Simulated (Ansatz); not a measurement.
Input of an Ansatz 0.2.0 run:

Contents of input.yaml:

```yaml
crystal:
  lattice:
    - [5.175256, 0.0, 0.0]
    - [0.0, 5.175256, 0.0]
    - [0.0, 0.0, 5.175256]
  atoms:
    - { symbol: Sn, position: [0.0, 0.0, 0.0] }
    - { symbol: Sn, position: [0.5, 0.0, 0.5] }
    - { symbol: Sn, position: [0.5, 0.5, 0.0] }
    - { symbol: Sn, position: [0.0, 0.5, 0.5] }
    - { symbol: O, position: [0.661098, 0.838902, 0.161098] }
    - { symbol: O, position: [0.838902, 0.161098, 0.661098] }
    - { symbol: O, position: [0.161098, 0.661098, 0.838902] }
    - { symbol: O, position: [0.338902, 0.338902, 0.338902] }
    - { symbol: O, position: [0.661098, 0.661098, 0.661098] }
    - { symbol: O, position: [0.838902, 0.338902, 0.161098] }
    - { symbol: O, position: [0.161098, 0.838902, 0.338902] }
    - { symbol: O, position: [0.338902, 0.161098, 0.838902] }
hamiltonian:
  xc: blyp
  pseudopotentials: { kind: paw }
  dispersion: d3bj
kpoints:
  mp_grid: { grid: [5, 5, 5] }
scf:
  occupations: { method: fermi_dirac, width: 0.05 }
output:
  forces: true
  stress: true
  eigenvalues: true
relax:
  f_tol: 0.01
  max_steps: 40
  cell: { stress_tol: 0.05 }
```

Potentials or basis: Ansatz PAW.

Command:

```bash
$ ansatz run input.yaml --threads 4 --pin off --max-ram 11264MiB --backend cpu --events-out ev --progress --plain --runs-dir out
```

Question: Estimate the relaxed cell.

Answer: a = 5.160 Å, b = 5.160 Å, c = 5.160 Å, α = 90.00°, β = 90.00°, γ = 90.00°.

Question: Estimate the space group after relaxing (to 0.05 Å).

Answer: Pa-3 (No. 205).

Step by step:
```tsv
step	energy change (eV)	largest force (eV/Å)	volume (Å³)
1	0.0000	0.0501	138.61
2	-0.0172	0.0034	137.40
3	-0.0170	0.0000	137.43
4	-0.0095	0.0000	137.43
5	-0.0099	0.0000	137.38
6	-0.0089	0.0001	137.38
```

Caveat: odd divisions of the mesh miss points on the zone boundary, where band edges often lie, so the gap on the mesh can be too wide; the plane-wave basis is chosen anew once the cell has moved, so the energies of steps on either side of that aren't comparable; spin-orbit coupling is left out, which moves the levels of the heavy elements; the PAW data sets come from PBE, with cores solved anew for the run's functional, which leaves a small shift of forces and pressure.
